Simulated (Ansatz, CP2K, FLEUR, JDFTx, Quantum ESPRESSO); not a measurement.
**Fitting the PBEsol energy curve of GaP**

It takes space group F-43m (No. 216, cubic). Conventional cell: a = 5.451 Å, b = 5.451 Å, c = 5.451 Å, α = 90.00°, β = 90.00°, γ = 90.00°. Ga (site symmetry -43m) is surrounded by 4 P at 2.36 Å. Around P (site symmetry -43m) lie 4 Ga at 2.36 Å.

The cell was scaled at fixed shape and fractions and run with CP2K, POTENTIAL_UZH Ga GTH-PBE-q13, P GTH-PBE-q5; TZVP-MOLOPT-PBE-GTH basis; PBEsol, k mesh 8 × 8 × 8 on the cell of 2 atoms, fermi-dirac occupations of 0.05 eV, no spin polarisation, no spin-orbit coupling. The potentials were made for PBE. Energies are those that the program minimises, any entropy of the smearing included.

```tsv
V (Å³/atom)	energy over the lowest row (meV/atom)
19.0260	23.511
19.4308	10.516
19.8356	?
20.2404	0.000
20.6452	1.427
21.0500	6.697
21.4548	15.407
```

Fit the third-order Birch-Murnaghan form, give V0, B0 and B′, and predict the energy left open.

With y = (V0/V)^(2/3), E = E0 + (9 V0 B0/16) [(y - 1)³ B′ + (y - 1)² (6 - 4y)]. Least squares through the rows shown give V0 = 20.3014 Å³/atom, E0 = -0.046 meV, B0 = 83.64 GPa (1 eV/Å³ = 160.218 GPa) and B′ = 4.51, with a largest miss of 0.004 meV. At V = 19.8356 the form with these constants gives 2.865 meV; the run gave 2.865 meV an atom. Other set-ups at this level, from all their volumes (Å³/atom, GPa): FLEUR, all-electron, FLAPW: V0 20.104, B0 84.95; JDFTx, PseudoDojo-SR-PBEsol-0.4.1-standard: V0 20.121, B0 84.66; Ansatz, all-electron LAPW, scalar-relativistic: V0 20.102, B0 84.93; Quantum ESPRESSO, PseudoDojo 0.4.1 SR PBEsol standard: V0 20.121, B0 84.66. Measured volume: 20.24 Å³/atom (pmc:10995952, doi:10.1021/acs.cgd.3c01337), so the fit lies +0.3 % from it. Measured modulus: 87.5 GPa (arxiv:1709.06667), so the fit lies -4.4 % from it. The runs are for a static lattice.
